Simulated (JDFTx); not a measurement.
# MgO (Fm-3m) in JDFTx: a series of runs, part 2 of 2

JDFTx 1.7.0 (patched build). Earlier steps stand in the parts before.

## 3. Single point, TASK

MgO.in

```
lattice \
    0.0000000000     3.9627583152     3.9627583152 \
    3.9627583152     0.0000000000     3.9627583152 \
    3.9627583152     3.9627583152     0.0000000000
coords-type Cartesian
ion Mg     0.0000000000     0.0000000000     0.0000000000 1
ion O      3.9627583152     3.9627583152     3.9627583152 1

ion-species pseudo/Mg.upf
ion-species pseudo/O.upf
elec-cutoff 40 320
elec-ex-corr mgga-x-task lda-c-pw
kpoint-folding 11 11 11
elec-smearing Fermi 0.0018374661
elec-n-bands 14
electronic-SCF nIterations 100 energyDiffThreshold 1e-09
electronic-minimize nIterations 30 energyDiffThreshold 1e-7
converge-empty-states yes
forces-output-coords Cartesian

dump-name run.$VAR
dump End Ecomponents EigStats BandEigs Kpoints Forces Stress ElecDensity KEdensity
```

Potentials or basis: SG15-PBE-1.2.

Run with:

```bash
$ jdftx -c 1 -i MgO.in -o MgO.out
```

The log of the run:

```text
*************** JDFTx 1.7.0 (patched build) ***************

Input parsed successfully to the following command list (including defaults):
[... the input with its defaults ...]

---------- Setting up symmetries ----------

Found 48 point-group symmetries of the bravais lattice
Found 48 space-group symmetries with basis
Applied RMS atom displacement 0 bohrs to make symmetries exact.

---------- Initializing the Grid ----------
R =
[            0      3.96276      3.96276  ]
[      3.96276            0      3.96276  ]
[      3.96276      3.96276            0  ]
unit cell volume = 124.458
G =
[  -0.792779   0.792779   0.792779  ]
[   0.792779  -0.792779   0.792779  ]
[   0.792779   0.792779  -0.792779  ]
Minimum fftbox size, Smin = [  48  48  48  ]
Chosen fftbox size, S = [  48  48  48  ]

---------- Initializing tighter grid for wavefunction operations ----------
R =
[            0      3.96276      3.96276  ]
[      3.96276            0      3.96276  ]
[      3.96276      3.96276            0  ]
unit cell volume = 124.458
G =
[  -0.792779   0.792779   0.792779  ]
[   0.792779  -0.792779   0.792779  ]
[   0.792779   0.792779  -0.792779  ]
Minimum fftbox size, Smin = [  32  32  32  ]
Chosen fftbox size, S = [  32  32  32  ]

---------- Exchange Correlation functional ----------
Initialized LibXC exchange functional 'TASK exchange of Aschebrock and Kuemmel'
Initialized LibXC correlation functional 'Perdew & Wang'

---------- Setting up pseudopotentials ----------
Width of ionic core gaussian charges (only for fluid interactions / plotting) set to 0

Reading pseudopotential file 'pseudo/Mg.upf':
  'Mg' pseudopotential, 'PBE' functional
  Generated using ONCVPSP code by D. R. Hamann
  10 valence electrons, 0 orbitals, 4 projectors, 602 radial grid points, with lMax = 1
  Core radius for overlap checks: 2.17 bohrs.

Reading pseudopotential file 'pseudo/O.upf':
  'O' pseudopotential, 'PBE' functional
  Generated using ONCVPSP code by D. R. Hamann
  6 valence electrons, 0 orbitals, 4 projectors, 602 radial grid points, with lMax = 1
  Core radius for overlap checks: 1.29 bohrs.

Initialized 2 species with 2 total atoms.

Folded 1 k-points by 11x11x11 to 1331 k-points.

---------- Setting up k-points, bands, fillings ----------
Reduced to 56 k-points under symmetry.
Computing the number of bands and number of electrons
Calculating initial fillings.
nElectrons:  16.000000   nBands: 14   nStates: 56

----- Setting up reduced wavefunction bases (one per k-point) -----
average nbasis = 1503.736 , ideal nbasis = 1503.858

---------- Setting up ewald sum ----------
Optimum gaussian width for ewald sums = 1.799816 bohr.
Real space sum over 1331 unit cells with max indices [  5  5  5  ]
Reciprocal space sum over 2197 terms with max indices [  6  6  6  ]

---------- Allocating electronic variables ----------
Initializing wave functions:  (No orbitals for LCAO)  bandwidth-limited random numbers

Setting the auxilliary hamiltonian equal to the subspace hamiltonian.

-------- Electronic minimization -----------
Will mix electronic and kinetic density at each iteration.
	FillingsUpdate:  mu: +1.063316914  nElectrons: 16.000000
	FillingsUpdate:  mu: -0.000000000  nElectrons: 16.000000
SCF: Cycle:  0   F: -68.927875165931539   dF: -2.856e+01   |Residual|: 8.972e+00   |deigs|: 1.822e+00
	FillingsUpdate:  mu: -0.000000000  nElectrons: 16.000000
SCF: Cycle:  1   F: -69.542704120184567   dF: -6.148e-01   |Residual|: 9.469e+00   |deigs|: 3.189e-01
	FillingsUpdate:  mu: -0.000000000  nElectrons: 16.000000
SCF: Cycle:  2   F: -68.905144324958101   dF: +6.376e-01   |Residual|: 1.234e+01   |deigs|: 1.468e-01
	FillingsUpdate:  mu: +0.700000000  nElectrons: 16.000000
SCF: Cycle:  3   F: -69.481326849351376   dF: -5.762e-01   |Residual|: 6.464e+00   |deigs|: 1.553e+00
	FillingsUpdate:  mu: +0.568068545  nElectrons: 16.000000
SCF: Cycle:  4   F: -70.369242491584714   dF: -8.879e-01   |Residual|: 3.095e+00   |deigs|: 2.631e-01
	FillingsUpdate:  mu: +0.518898113  nElectrons: 16.000000
SCF: Cycle:  5   F: -70.679671879639130   dF: -3.104e-01   |Residual|: 8.473e-01   |deigs|: 1.314e-01
	FillingsUpdate:  mu: +0.519292423  nElectrons: 16.000000
SCF: Cycle:  6   F: -70.685068714779135   dF: -5.397e-03   |Residual|: 7.230e-01   |deigs|: 9.906e-03
	FillingsUpdate:  mu: +0.519946125  nElectrons: 16.000000
SCF: Cycle:  7   F: -70.685507487566568   dF: -4.388e-04   |Residual|: 7.034e-01   |deigs|: 7.272e-04
[... 11 lines left out ...]
SCF: Cycle: 13   F: -70.693366872167076   dF: -1.773e-06   |Residual|: 1.256e-02   |deigs|: 3.316e-04
	FillingsUpdate:  mu: +0.541337904  nElectrons: 16.000000
SCF: Cycle: 14   F: -70.693367768404357   dF: -8.962e-07   |Residual|: 4.999e-03   |deigs|: 2.065e-04
	FillingsUpdate:  mu: +0.541371947  nElectrons: 16.000000
SCF: Cycle: 15   F: -70.693367821079363   dF: -5.268e-08   |Residual|: 3.198e-03   |deigs|: 6.699e-05
	FillingsUpdate:  mu: +0.541374092  nElectrons: 16.000000
SCF: Cycle: 16   F: -70.693367841327515   dF: -2.025e-08   |Residual|: 2.303e-03   |deigs|: 1.938e-05
	FillingsUpdate:  mu: +0.541365760  nElectrons: 16.000000
SCF: Cycle: 17   F: -70.693367857081142   dF: -1.575e-08   |Residual|: 2.285e-04   |deigs|: 3.616e-05
	FillingsUpdate:  mu: +0.541366991  nElectrons: 16.000000
SCF: Cycle: 18   F: -70.693367858201029   dF: -1.120e-09   |Residual|: 3.903e-05   |deigs|: 5.614e-06
	FillingsUpdate:  mu: +0.541363639  nElectrons: 16.000000
SCF: Cycle: 19   F: -70.693367858352630   dF: -1.516e-10   |Residual|: 2.231e-05   |deigs|: 4.601e-06
	FillingsUpdate:  mu: +0.541362958  nElectrons: 16.000000
SCF: Cycle: 20   F: -70.693367858374359   dF: -2.173e-11   |Residual|: 8.483e-06   |deigs|: 3.314e-06
SCF: Converged (|Delta E|<1.000000e-09 for 2 iters).

Setting wave functions to eigenvectors of Hamiltonian
Converging empty states (this may take a while): |deigs|: 6.980e-04

# Stress tensor in Cartesian coordinates [Eh/a0^3]:
[ -0.000835768            0            0  ]
[            0 -0.000835768            0  ]
[            0            0 -0.000835768  ]

# Ionic positions in cartesian coordinates:
ion Mg   0.000000000000000   0.000000000000000   0.000000000000000 1
ion O   3.962758315200000   3.962758315200000   3.962758315200000 1

# Forces in Cartesian coordinates:
force Mg  -0.000000000000000   0.000000000000000   0.000000000000000 1
force O  -0.000000000000000  -0.000000000000000   0.000000000000000 1

# Energy components:
   Eewald =      -47.5873828444100653
       EH =       15.9090132113554148
     Eloc =      -55.0161632061226840
      Enl =       -9.5454723642347652
      Exc =      -10.9773560116117679
       KE =       36.5239933566494983
-------------------------------------
     Etot =      -70.6933678583743585
       TS =        0.0000000000000014
-------------------------------------
        F =      -70.6933678583743585

IonicMinimize: Iter:   0  F: -70.693367858374359  |grad|_K:        nan
IonicMinimize: None of the convergence criteria satisfied after 0 iterations.

Dumping 'run.eigStats' ...
	eMin: -2.526076 at state 0 ( [ +0.000000 +0.000000 +0.000000 ] spin 0 )
	HOMO: +0.321119 at state 0 ( [ +0.000000 +0.000000 +0.000000 ] spin 0 )
	mu  : +0.541363
	LUMO: +0.586667 at state 0 ( [ +0.000000 +0.000000 +0.000000 ] spin 0 )
	eMax: +1.449725 at state 32 ( [ +0.000000 +0.363636 -0.454545 ] spin 0 )
	HOMO-LUMO gap: +0.265548
	Optical gap  : +0.265548 at state 0 ( [ +0.000000 +0.000000 +0.000000 ] spin 0 )
Done!
[note: mu as printed may lie anywhere between the filled and the empty levels]
```

Run time: 2.7 min. Hardware: 1 thread of Arm Neoverse V1, shared host; peak memory 0.11 GiB.

What came out:

```
Free energy            : -1923.6645 eV
Pressure               : 24.6 GPa
Band gap on the k mesh : 7.23 eV, direct
```

Caveat: the cutoff is short for these files and lowers the pressure by up to 1 GPa; so large a pressure means that the cell lies far from this level's equilibrium, or that cutoff or potentials fall short; the potentials were made for another functional, which shifts forces and pressure.

## 4. Single point, PBE

MgO.in

```
lattice \
    0.0000000000     2.0970013927     2.0970013927 \
    2.0970013927     0.0000000000     2.0970013927 \
    2.0970013927     2.0970013927     0.0000000000
latt-scale 1.889726124626 1.889726124626 1.889726124626
coords-type Lattice
ion Mg     0.0000000000     0.0000000000     0.0000000000 1
ion O      0.5000000000     0.5000000000     0.5000000000 1

ion-species pseudo/Mg.upf
ion-species pseudo/O.upf
elec-cutoff 42 336
elec-ex-corr gga-PBE
kpoint-folding 4 4 4
elec-smearing Fermi 0.0018374661
elec-n-bands 14
electronic-SCF nIterations 100 energyDiffThreshold 1e-09
electronic-minimize nIterations 30 energyDiffThreshold 1e-7
converge-empty-states yes
forces-output-coords Cartesian

dump-name run.$VAR
dump End Ecomponents EigStats BandEigs Kpoints Forces Stress State ElecDensity Dtot KEdensity
```

Potentials or basis: PseudoDojo-SR-PBE-0.5-standard.

Run with:

```bash
$ jdftx -c 1 -i MgO.in -o MgO.out
```

Run time: 7.8 s. Hardware: 1 thread of Arm Neoverse V2, shared host; peak memory 0.07 GiB.

Results (log left out):

```
Free energy            : -2055.3686 eV
Pressure               : 6.8 GPa
Band gap on the k mesh : 4.89 eV, direct
Loewdin charges        : Mg +1.53; O -1.38 e
```

Levels at points of the mesh, in eV from the valence-band top:
```
           k point  band 6  band 7  band 8  band 9  band 10  band 11
(0.00, 0.00, 0.00)    0.00    0.00    0.00    4.89    16.02    16.02
(0.00, 0.00, 0.50)   -4.65   -0.65   -0.65    8.01    12.76    16.48
(0.00, 0.50, 0.50)   -4.10   -1.35   -1.35    9.23    10.14    13.22
```

Caveat: the k mesh is coarse (spacing up to 0.65 Å⁻¹), so the values aren't converged; the atomic charges don't sum to the cell's charge.

## 5. For comparison

An earlier run on the cell as given: functional PBE; potentials or basis PseudoDojo-SR-PBE-0.5-standard with smoothed tails; cutoff 1143 eV; density cutoff 9143 eV; k mesh 11 × 11 × 11; occupations fermi-dirac, width 0.05 eV; no spin polarisation.

- Pressure: 6.7 GPa
- Band gap on the k mesh: 4.89 eV, direct
- Loewdin charges: Mg +1.53; O -1.37 e

## 6. Summary

```csv
level,potentials or basis,k mesh,cutoff (eV),local potential set to -Z/r beyond,mesh quality,gap on the mesh (eV),pressure (GPa)
BLYP,PseudoDojo-SR-PBE-0.5-standard,11 × 11 × 11,1143,-,not flagged,5.13,9.6
TASK,SG15-PBE-1.2,11 × 11 × 11,1088,-,not flagged,7.23,24.6
PBE,PseudoDojo-SR-PBE-0.5-standard,4 × 4 × 4,1143,-,coarse,4.89,6.8
PBE,PseudoDojo-SR-PBE-0.5-standard with smoothed tails,11 × 11 × 11,1143,6 bohr,not flagged,4.89,6.7
```

Alike in all rows: task single point; no spin polarisation; cell as given; smearing fermi-dirac 0.05 eV.

Caveats: some runs use coarse meshes; the potentials were made for another functional, which shifts forces and pressure (some runs); the cutoff is short for these files and lowers the pressure by up to 1 GPa (some runs); so large a pressure means that the cell lies far from this level's equilibrium, or that cutoff or potentials fall short (some runs).

Total energies depend on the potentials used, so only differences within one code and one set of settings carry meaning.

## 7. Comparison with measurements

Step 2. Against the measured gap of MgO, 7.83 eV (quoted in “Electronic structure of alkaline earth and post-transition metal oxides”, 2009, arxiv:0908.1581), the calculated 5.13 eV is off by -2.70 eV. The value is that of BLYP, without temperature or zero-point motion. Semilocal functionals fall short of measured gaps as a rule. The cell is a database's relaxed one, not the measured one, which moves gaps too.

Step 3. A measured gap of MgO is 7.83 eV (quoted in “Electronic structure of alkaline earth and post-transition metal oxides”, 2009, arxiv:0908.1581); the calculated 7.23 eV misses it by -0.60 eV. The value is that of TASK, without temperature or zero-point motion. The cell is a database's relaxed one, not the measured one, which moves gaps too.
